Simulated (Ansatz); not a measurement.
# From the elastic tensor of TiAl at 22 GPa (stress–strain coefficients) to moduli and sound speeds

All numbers below come from DFT PBE, scalar-relativistic, plane waves, PAW in Ansatz. Settings: 420 eV plane-wave cutoff, Γ-centred 16×16×10 mesh, Fermi-Dirac smearing of 0.15 eV. No spin polarisation.

Symmetry: P4/mmm, No. 123, tetragonal system. The conventional cell has a = 2.692 Å, b = 2.692 Å, c = 3.875 Å, α = 90.00°, β = 90.00°, γ = 90.00°. Ti (site symmetry 4/mmm) has 4 Ti at 2.69 Å and 8 Al at 2.72 Å as nearest neighbours. Around Al (site symmetry 4/mmm) lie 4 Al at 2.69 Å and 8 Ti at 2.72 Å.

In a metal, frequencies and elastic constants depend on the k mesh and the smearing, soft modes and shear constants most. Other phases may be more stable at this pressure.

Relaxed-ion constants (GPa, on the Cartesian axes of the calculation):
```
306.9 106.1 163.2   0.0   0.0   0.0
106.1 306.9 163.2   0.0   0.0   0.0
163.2 163.2 243.2   0.0   0.0   0.0
  0.0   0.0   0.0 167.5   0.0   0.0
  0.0   0.0   0.0   0.0 167.5   0.0
  0.0   0.0   0.0   0.0   0.0  46.8
```

Density 4.425 g/cm³; 2 atoms in 28.09 Å³.

The values that follow are for a polycrystal of randomly turned grains, by Hill's mean where one number stands. In a crystal this anisotropic the Voigt and Reuss bounds lie far apart, so Hill's mean and the sound speeds and Debye temperature from it are rough.

With S = C⁻¹: B_V = (C11+C22+C33+2(C12+C13+C23))/9, G_V = (C11+C22+C33−C12−C13−C23+3(C44+C55+C66))/15, 1/B_R = S11+S22+S33+2(S12+S13+S23), 15/G_R = 4(S11+S22+S33−S12−S13−S23)+3(S44+S55+S66); Hill is their mean. Then v_l = √((B+4G/3)/ρ), v_t = √(G/ρ), v_m = [(2/v_t³+1/v_l³)/3]^(−1/3) and Θ = (ħ/k_B)·v_m·(6π²n/V)^(1/3) for n atoms in the volume V; E = 9BG/(3B+G), ν = (3B−2G)/(2(3B+G)) and A^U = 5G_V/G_R + B_V/B_R − 6.

```json
{
 "Bulk modulus, Voigt / Reuss / Hill": "191.3 / 191.3 / 191.3 GPa",
 "Shear modulus, Voigt / Reuss / Hill": "104.7 / 74.0 / 89.3 GPa",
 "Young's modulus": "232 GPa",
 "Poisson ratio": "0.298",
 "Pugh ratio B/G": "2.14",
 "Universal anisotropy index": "2.08",
 "Longitudinal and transverse sound speeds": "8375 and 4493 m/s",
 "Debye temperature from the mean sound speed": "619 K"
}
```

Cost: 1 run of about 2.9 core-minutes, on AMD EPYC 7R43 (Zen 3) (shared hosts).